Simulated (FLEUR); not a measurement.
# TePb (Fm-3m) in FLEUR: notebook

The runs below take TePb through band structure, equation of state, with r2SCAN.

All numbers are computed with FLEUR MaX-R8.1 (later development tree); they aren't measurements. Logs are shortened: lines on timing, memory, paths and dates and some standing lists are left out, and cuts for length are marked.

**The experiment to reproduce.**

A printed reference work, monograph reports, for a bulk crystal of TePb at 4.2 K: band gap 0.19 eV (direct).

How close the calculation comes is told below.

### 1 Starting point

Symmetry: Fm-3m, No. 225, cubic system. Conventional cell: a = 6.462 Å, b = 6.462 Å, c = 6.462 Å, α = 90.00°, β = 90.00°, γ = 90.00°. Pb (site symmetry m-3m) has 6 Te at 3.23 Å as nearest neighbours. Te (site symmetry m-3m) has 6 Pb at 3.23 Å as nearest neighbours.

### 2 Band structure, r2SCAN

inp.xml

```xml
<?xml version="1.0" encoding="UTF-8" standalone="no"?>
<fleurInput fleurInputVersion="0.39">
   <comment>
      TePb                                                                                                
   </comment>
   <calculationSetup>
      <cutoffs Kmax="4.1" Gmax="12.7" GmaxXC="12.7" numbands="0"/>
      <scfLoop itmax="80" minDistance="0.0001" maxIterBroyd="30" imix="Anderson" alpha="0.05" precondParam="0.0" spinf="2.0" sdNocoIR="T"/>
      <coreElectrons ctail="F" frcor="F" kcrel="0" coretail_lmax="0"/>
      <xcFunctional name="LibXC" relativisticCorrections="F">
         <LibXCName exchange="mgga_x_r2scan" correlation="mgga_c_r2scan"/>
         <AuxGGA exchange="117" correlation="130"/>
      </xcFunctional>
      <magnetism jspins="1"/>
      <soc l_soc="F" theta="0.0" phi="0.0" spav="F"/>
      <expertModes spex="0" secvar="F"/>
      <geometryOptimization l_f="F" forcealpha="1.0" forcemix="BFGS" epsdisp="0.00001" epsforce="0.00001"/>
      <ldaU l_linMix="F" mixParam="0.05" spinf="1.0"/>
   </calculationSetup>
   <cell>
      <bzIntegration valenceElectrons="42.0" mode="hist" fermiSmearingEnergy="0.00183747">
         <kPointListSelection listName="default-1"/>
         <!-- k-points included here -->
         <xi:include xmlns:xi="http://www.w3.org/2001/XInclude" href="kpts.xml"> </xi:include>
      </bzIntegration>
      <!-- symmetry operations included here -->
[... 34 lines left out ...]
         </electronConfig>
         <energyParameters s="5" p="5" d="5" f="4"/>
         <lo type="SCLO" l="1" n="4" eDeriv="0"/>
         <lo type="SCLO" l="1" n="4" eDeriv="1"/>
         <lo type="SCLO" l="2" n="4" eDeriv="0"/>
         <lo type="SCLO" l="2" n="4" eDeriv="1"/>
         <lo type="SCLO" l="0" n="5" eDeriv="2"/>
         <lo type="SCLO" l="3" n="4" eDeriv="2"/>
      </species>
   </atomSpecies>
   <atomGroups>
      <atomGroup species="Lead (Pb)">
         <relPos label="                   1">.0000000000 .0000000000 .0000000000</relPos>
         <force calculate="T" relaxXYZ="TTT"/>
      </atomGroup>
      <atomGroup species="Tellurium (Te)">
         <relPos label="                   2">1.000/2.000 1.000/2.000 1.000/2.000</relPos>
         <force calculate="T" relaxXYZ="TTT"/>
      </atomGroup>
   </atomGroups>
   <output dos="F" band="F" slice="F">
      <checks vchk="F" cdinf="F"/>
      <bandDOS minEnergy="-.5*Htr" maxEnergy="0.5*Htr" sigma="0.015" storeEVData="T"/>
      <vacuumDOS vacdos="F" integ="F" star="F" nstars="0" locx1="0.0" locy1="0.0" locx2="0.0" locy2="0.0" nstm="0" tworkf="0.0"/>
      <unfoldingBand unfoldBand="F" supercellX="1" supercellY="1" supercellZ="1"/>
      <plotting iplot="0" polar="F">
         <plot TwoD="T" vec1="  1.0  0.0  0.0" vec2="  0.0  1.0  0.0" vec3="  0.0  0.0  1.0" zero="  0.0  0.0  0.0" file="plot"/>
      </plotting>
      <chargeDensitySlicing numkpt="0" minEigenval="0.0" maxEigenval="0.0" nnne="0" pallst="F"/>
      <specialOutput eonly="F"/>
      <moessbauerParams electricFieldGradient="T" isomerShift="T" coreHyperfine="T" valenceHyperfine="T"/>
      <magneticCircularDichroism mcd="F" energyLo="-10.0" energyUp="0.0"/>
   </output>
  <!-- We include the file relax.xml here to enable relaxations (see documentation) -->
  <xi:include xmlns:xi="http://www.w3.org/2001/XInclude" href="relax.xml"> <xi:fallback/> </xi:include>
</fleurInput>
```

crystal.txt

```
TePb
&input cartesian=F /
0.0000000000  3.2310000000  3.2310000000
3.2310000000  0.0000000000  3.2310000000
3.2310000000  3.2310000000  0.0000000000
1.8897261246
1.0 1.0 1.0

2
82 0.0000000000  0.0000000000  0.0000000000
52 0.5000000000  0.5000000000  0.5000000000

&kpt div1=7 div2=7 div3=7 gamma=T /
```

inp.xml (bands)

```
<?xml version="1.0" encoding="UTF-8" standalone="no"?>
<fleurInput fleurInputVersion="0.39">
   <comment>
      TePb                                                                                                
   </comment>
   <calculationSetup>
      <cutoffs Kmax="4.1" Gmax="12.7" GmaxXC="12.7" numbands="0"/>
      <scfLoop itmax="80" minDistance="0.0001" maxIterBroyd="30" imix="Anderson" alpha="0.05" precondParam="0.0" spinf="2.0" sdNocoIR="T"/>
      <coreElectrons ctail="F" frcor="F" kcrel="0" coretail_lmax="0"/>
      <xcFunctional name="LibXC" relativisticCorrections="F">
         <LibXCName exchange="mgga_x_r2scan" correlation="mgga_c_r2scan"/>
         <AuxGGA exchange="117" correlation="130"/>
      </xcFunctional>
      <magnetism jspins="1"/>
      <soc l_soc="F" theta="0.0" phi="0.0" spav="F"/>
      <expertModes spex="0" secvar="F"/>
      <geometryOptimization l_f="F" forcealpha="1.0" forcemix="BFGS" epsdisp="0.00001" epsforce="0.00001"/>
      <ldaU l_linMix="F" mixParam="0.05" spinf="1.0"/>
   </calculationSetup>
   <cell>
      <bzIntegration valenceElectrons="42.0" mode="hist" fermiSmearingEnergy="0.00183747">
         <kPointListSelection listName="path-1"/>
         <!-- k-points included here -->
         <xi:include xmlns:xi="http://www.w3.org/2001/XInclude" href="kpts.xml"> </xi:include>
      </bzIntegration>
      <!-- symmetry operations included here -->
[... 34 lines left out ...]
         </electronConfig>
         <energyParameters s="5" p="5" d="5" f="4"/>
         <lo type="SCLO" l="1" n="4" eDeriv="0"/>
         <lo type="SCLO" l="1" n="4" eDeriv="1"/>
         <lo type="SCLO" l="2" n="4" eDeriv="0"/>
         <lo type="SCLO" l="2" n="4" eDeriv="1"/>
         <lo type="SCLO" l="0" n="5" eDeriv="2"/>
         <lo type="SCLO" l="3" n="4" eDeriv="2"/>
      </species>
   </atomSpecies>
   <atomGroups>
      <atomGroup species="Lead (Pb)">
         <relPos label="                   1">.0000000000 .0000000000 .0000000000</relPos>
         <force calculate="T" relaxXYZ="TTT"/>
      </atomGroup>
      <atomGroup species="Tellurium (Te)">
         <relPos label="                   2">1.000/2.000 1.000/2.000 1.000/2.000</relPos>
         <force calculate="T" relaxXYZ="TTT"/>
      </atomGroup>
   </atomGroups>
   <output dos="F" band="T" slice="F">
      <checks vchk="F" cdinf="F"/>
      <bandDOS minEnergy="-.5*Htr" maxEnergy="0.5*Htr" sigma="0.015" storeEVData="T"/>
      <vacuumDOS vacdos="F" integ="F" star="F" nstars="0" locx1="0.0" locy1="0.0" locx2="0.0" locy2="0.0" nstm="0" tworkf="0.0"/>
      <unfoldingBand unfoldBand="F" supercellX="1" supercellY="1" supercellZ="1"/>
      <plotting iplot="0" polar="F">
         <plot TwoD="T" vec1="  1.0  0.0  0.0" vec2="  0.0  1.0  0.0" vec3="  0.0  0.0  1.0" zero="  0.0  0.0  0.0" file="plot"/>
      </plotting>
      <chargeDensitySlicing numkpt="0" minEigenval="0.0" maxEigenval="0.0" nnne="0" pallst="F"/>
      <specialOutput eonly="F"/>
      <moessbauerParams electricFieldGradient="T" isomerShift="T" coreHyperfine="T" valenceHyperfine="T"/>
      <magneticCircularDichroism mcd="F" energyLo="-10.0" energyUp="0.0"/>
   </output>
  <!-- We include the file relax.xml here to enable relaxations (see documentation) -->
  <xi:include xmlns:xi="http://www.w3.org/2001/XInclude" href="relax.xml"> <xi:fallback/> </xi:include>
</fleurInput>
```

Potentials or basis: all-electron, FLAPW.

On the command line:

```console
> inpgen -f crystal.txt -profile fastHighL
> # inp.xml edited to the form shown
> fleur_MPI
> fleur_MPI   # second run, on inp.xml (bands)
```

The log of the run:

```text
Welcome to FLEUR        (www.flapw.de)
      MaX-Release 8.1          (www.max-centre.eu)
 func_ids         498         497         498         497
 MetaGGA potential functional detected - V_tau will be computed
 Auxiliary Potential for radial basis: exchange=         117  correlation=         130
The functional 'Re-regularized SCAN exchange by Furness et al' is an exchange functional, it belongs to the 'MGGA' family and is defined in the reference(s):
[1] J. W. Furness, A. D. Kaplan, J. Ning, J. P. Perdew, and J. Sun.,  J. Phys. Chem. Lett. 11, 8208-8215 (2020)
[2] J. W. Furness, A. D. Kaplan, J. Ning, J. P. Perdew, and J. Sun.,  J. Phys. Chem. Lett. 11, 9248-9248 (2020)
The functional 'Re-regularized SCAN correlation by Furness et al' is a correlation functional, it belongs to the 'MGGA' family and is defined in the reference(s):
[1] J. W. Furness, A. D. Kaplan, J. Ning, J. P. Perdew, and J. Sun.,  J. Phys. Chem. Lett. 11, 8208-8215 (2020)
[2] J. W. Furness, A. D. Kaplan, J. Ning, J. P. Perdew, and J. Sun.,  J. Phys. Chem. Lett. 11, 9248-9248 (2020)
 Using same functional for VXC and EXC

 ========== k-point set info ==========
 Selected k-point list: default-1
 k-point list type: mesh
 7 x 7 x 7
 Number of k points: 20

 ------------Calculation Setup---------------------------
 Number of MPI-tasks      :            1
 Number of PE/node        :            1
 Number of OMP-threads    :            1
 Most efficient MPI parallelization for:
           1           2           4           5          10          20
 Additional eigenvalue parallelization possible
 Number of basis functions:          625
 Approximate size of matrices (H+S) per k-point:         0.006 GB
 --------------------------------------------------------
The functional 'Hammer, Hansen, and Norskov' is an exchange functional, it belongs to the 'GGA' family and is defined in the reference(s):
[1] B. Hammer, L. B. Hansen, and J. K. Nørskov.,  Phys. Rev. B 59, 7413 (1999)
The functional 'Perdew, Burke & Ernzerhof' is a correlation functional, it belongs to the 'GGA' family and is defined in the reference(s):
[1] J. P. Perdew, K. Burke, and M. Ernzerhof.,  Phys. Rev. Lett. 77, 3865 (1996)
[2] J. P. Perdew, K. Burke, and M. Ernzerhof.,  Phys. Rev. Lett. 78, 1396 (1997)
 Using same functional for VXC and EXC
 Using auxiliary GGA potential for the first iteration of MetaGGA calculation.
 Reset of history
 Reset of history
 Iteration:     1   Distance:      39.81407042 me/bohr^3
The functional 'Hammer, Hansen, and Norskov' is an exchange functional, it belongs to the 'GGA' family and is defined in the reference(s):
[1] B. Hammer, L. B. Hansen, and J. K. Nørskov.,  Phys. Rev. B 59, 7413 (1999)
The functional 'Perdew, Burke & Ernzerhof' is a correlation functional, it belongs to the 'GGA' family and is defined in the reference(s):
[1] J. P. Perdew, K. Burke, and M. Ernzerhof.,  Phys. Rev. Lett. 77, 3865 (1996)
[2] J. P. Perdew, K. Burke, and M. Ernzerhof.,  Phys. Rev. Lett. 78, 1396 (1997)
 Using same functional for VXC and EXC
 Iteration:     2   Distance:      37.76945782 me/bohr^3
The functional 'Hammer, Hansen, and Norskov' is an exchange functional, it belongs to the 'GGA' family and is defined in the reference(s):
[1] B. Hammer, L. B. Hansen, and J. K. Nørskov.,  Phys. Rev. B 59, 7413 (1999)
The functional 'Perdew, Burke & Ernzerhof' is a correlation functional, it belongs to the 'GGA' family and is defined in the reference(s):
[1] J. P. Perdew, K. Burke, and M. Ernzerhof.,  Phys. Rev. Lett. 77, 3865 (1996)
[2] J. P. Perdew, K. Burke, and M. Ernzerhof.,  Phys. Rev. Lett. 78, 1396 (1997)
 Using same functional for VXC and EXC
 Iteration:     3   Distance:      35.86155728 me/bohr^3
The functional 'Hammer, Hansen, and Norskov' is an exchange functional, it belongs to the 'GGA' family and is defined in the reference(s):
[1] B. Hammer, L. B. Hansen, and J. K. Nørskov.,  Phys. Rev. B 59, 7413 (1999)
The functional 'Perdew, Burke & Ernzerhof' is a correlation functional, it belongs to the 'GGA' family and is defined in the reference(s):
[1] J. P. Perdew, K. Burke, and M. Ernzerhof.,  Phys. Rev. Lett. 77, 3865 (1996)
[2] J. P. Perdew, K. Burke, and M. Ernzerhof.,  Phys. Rev. Lett. 78, 1396 (1997)
 Using same functional for VXC and EXC
 Iteration:     4   Distance:       3.12983877 me/bohr^3
The functional 'Hammer, Hansen, and Norskov' is an exchange functional, it belongs to the 'GGA' family and is defined in the reference(s):
[1] B. Hammer, L. B. Hansen, and J. K. Nørskov.,  Phys. Rev. B 59, 7413 (1999)
The functional 'Perdew, Burke & Ernzerhof' is a correlation functional, it belongs to the 'GGA' family and is defined in the reference(s):
[1] J. P. Perdew, K. Burke, and M. Ernzerhof.,  Phys. Rev. Lett. 77, 3865 (1996)
[2] J. P. Perdew, K. Burke, and M. Ernzerhof.,  Phys. Rev. Lett. 78, 1396 (1997)
 Using same functional for VXC and EXC
 Iteration:     5   Distance:       0.66746363 me/bohr^3
The functional 'Hammer, Hansen, and Norskov' is an exchange functional, it belongs to the 'GGA' family and is defined in the reference(s):
[1] B. Hammer, L. B. Hansen, and J. K. Nørskov.,  Phys. Rev. B 59, 7413 (1999)
The functional 'Perdew, Burke & Ernzerhof' is a correlation functional, it belongs to the 'GGA' family and is defined in the reference(s):
[1] J. P. Perdew, K. Burke, and M. Ernzerhof.,  Phys. Rev. Lett. 77, 3865 (1996)
[2] J. P. Perdew, K. Burke, and M. Ernzerhof.,  Phys. Rev. Lett. 78, 1396 (1997)
 Using same functional for VXC and EXC
 Iteration:     6   Distance:       0.61166157 me/bohr^3
The functional 'Hammer, Hansen, and Norskov' is an exchange functional, it belongs to the 'GGA' family and is defined in the reference(s):
[1] B. Hammer, L. B. Hansen, and J. K. Nørskov.,  Phys. Rev. B 59, 7413 (1999)
The functional 'Perdew, Burke & Ernzerhof' is a correlation functional, it belongs to the 'GGA' family and is defined in the reference(s):
[1] J. P. Perdew, K. Burke, and M. Ernzerhof.,  Phys. Rev. Lett. 77, 3865 (1996)
[2] J. P. Perdew, K. Burke, and M. Ernzerhof.,  Phys. Rev. Lett. 78, 1396 (1997)
 Using same functional for VXC and EXC
[... 26 lines left out ...]
[2] J. P. Perdew, K. Burke, and M. Ernzerhof.,  Phys. Rev. Lett. 78, 1396 (1997)
 Using same functional for VXC and EXC
 Iteration:    11   Distance:       0.00948767 me/bohr^3
The functional 'Hammer, Hansen, and Norskov' is an exchange functional, it belongs to the 'GGA' family and is defined in the reference(s):
[1] B. Hammer, L. B. Hansen, and J. K. Nørskov.,  Phys. Rev. B 59, 7413 (1999)
The functional 'Perdew, Burke & Ernzerhof' is a correlation functional, it belongs to the 'GGA' family and is defined in the reference(s):
[1] J. P. Perdew, K. Burke, and M. Ernzerhof.,  Phys. Rev. Lett. 77, 3865 (1996)
[2] J. P. Perdew, K. Burke, and M. Ernzerhof.,  Phys. Rev. Lett. 78, 1396 (1997)
 Using same functional for VXC and EXC
 Iteration:    12   Distance:       0.00237005 me/bohr^3
The functional 'Hammer, Hansen, and Norskov' is an exchange functional, it belongs to the 'GGA' family and is defined in the reference(s):
[1] B. Hammer, L. B. Hansen, and J. K. Nørskov.,  Phys. Rev. B 59, 7413 (1999)
The functional 'Perdew, Burke & Ernzerhof' is a correlation functional, it belongs to the 'GGA' family and is defined in the reference(s):
[1] J. P. Perdew, K. Burke, and M. Ernzerhof.,  Phys. Rev. Lett. 77, 3865 (1996)
[2] J. P. Perdew, K. Burke, and M. Ernzerhof.,  Phys. Rev. Lett. 78, 1396 (1997)
 Using same functional for VXC and EXC
 Iteration:    13   Distance:       0.00035231 me/bohr^3
The functional 'Hammer, Hansen, and Norskov' is an exchange functional, it belongs to the 'GGA' family and is defined in the reference(s):
[1] B. Hammer, L. B. Hansen, and J. K. Nørskov.,  Phys. Rev. B 59, 7413 (1999)
The functional 'Perdew, Burke & Ernzerhof' is a correlation functional, it belongs to the 'GGA' family and is defined in the reference(s):
[1] J. P. Perdew, K. Burke, and M. Ernzerhof.,  Phys. Rev. Lett. 77, 3865 (1996)
[2] J. P. Perdew, K. Burke, and M. Ernzerhof.,  Phys. Rev. Lett. 78, 1396 (1997)
 Using same functional for VXC and EXC
 Iteration:    14   Distance:       0.00036803 me/bohr^3
The functional 'Hammer, Hansen, and Norskov' is an exchange functional, it belongs to the 'GGA' family and is defined in the reference(s):
[1] B. Hammer, L. B. Hansen, and J. K. Nørskov.,  Phys. Rev. B 59, 7413 (1999)
The functional 'Perdew, Burke & Ernzerhof' is a correlation functional, it belongs to the 'GGA' family and is defined in the reference(s):
[1] J. P. Perdew, K. Burke, and M. Ernzerhof.,  Phys. Rev. Lett. 77, 3865 (1996)
[2] J. P. Perdew, K. Burke, and M. Ernzerhof.,  Phys. Rev. Lett. 78, 1396 (1997)
 Using same functional for VXC and EXC
 Iteration:    15   Distance:       0.00004302 me/bohr^3

 ********************************************************************
 Run finished successfully
 Stop message:
   all done
 ********************************************************************
```

It took 79 s on 1 thread of Arm Neoverse V2, shared host; peak memory 0.09 GiB.

Results:

```
Free energy                                           : -754382.7492 eV
Band gap along the path                               : 1.02 eV, direct
Valence electrons inside the program's atomic spheres : Pb 17.92; Te 20.17 (radii Pb 2.66, Te 2.66 bohr)
```

Levels at the corners of the path, in eV from the Fermi level:
```csv
point,band 19,band 20,band 21,band 22,band 23,band 24
Γ,-1.41,-1.41,-1.41,4.45,4.45,4.45
X,-4.60,-2.88,-2.88,3.66,5.92,5.92
W,-3.87,-3.87,-0.35,1.99,5.66,5.66
K,-4.21,-2.36,-2.08,3.95,4.10,5.57
Γ,-1.41,-1.41,-1.41,4.45,4.45,4.45
L,-0.93,-0.93,0.09,1.11,1.51,1.51
U,-4.21,-2.36,-2.08,3.95,4.10,5.57
W,-3.87,-3.87,-0.35,1.99,5.66,5.66
L,-0.93,-0.93,0.09,1.11,1.51,1.51
K,-4.21,-2.36,-2.08,3.95,4.10,5.57
U,-4.21,-2.36,-2.08,3.95,4.10,5.57
X,-4.60,-2.88,-2.88,3.66,5.92,5.92
```

Core levels (eV from the Fermi level):
| atom | levels |
| --- | --- |
| 1 Pb | 1s1/2 -87981.4, 2s1/2 -15719.2, 2p1/2 -15092.1, 2p3/2 -12902.3, 3s1/2 -3769.7, 3p1/2 -3487.5, 3p3/2 -2998.9, 4s1/2 -850.2, 3d3/2 -2536.4, 3d5/2 -2432.4, 4p1/2 -728.2, 4p3/2 -608.6, 4d3/2 -410.1, 4d5/2 -387.8, 4f5/2 -131.0, 4f7/2 -125.9, 5s1/2 -139.2 |
| 2 Te | 1s1/2 -31603.5, 2s1/2 -4840.2, 2p1/2 -4533.9, 2p3/2 -4259.4, 3s1/2 -958.8, 3p1/2 -833.0, 3p3/2 -781.8, 4s1/2 -158.6, 3d3/2 -560.2, 3d5/2 -549.5 |

Caveat: this odd mesh misses L, where the gap lies, so gap, dielectric constants and Born charges aren't listed; the meta-GGA is that of a development version, with a GGA for the radial functions and cores and without core tails; spin-orbit coupling is left out, which moves the levels of the heavy elements.

[end of part 1 of 2]
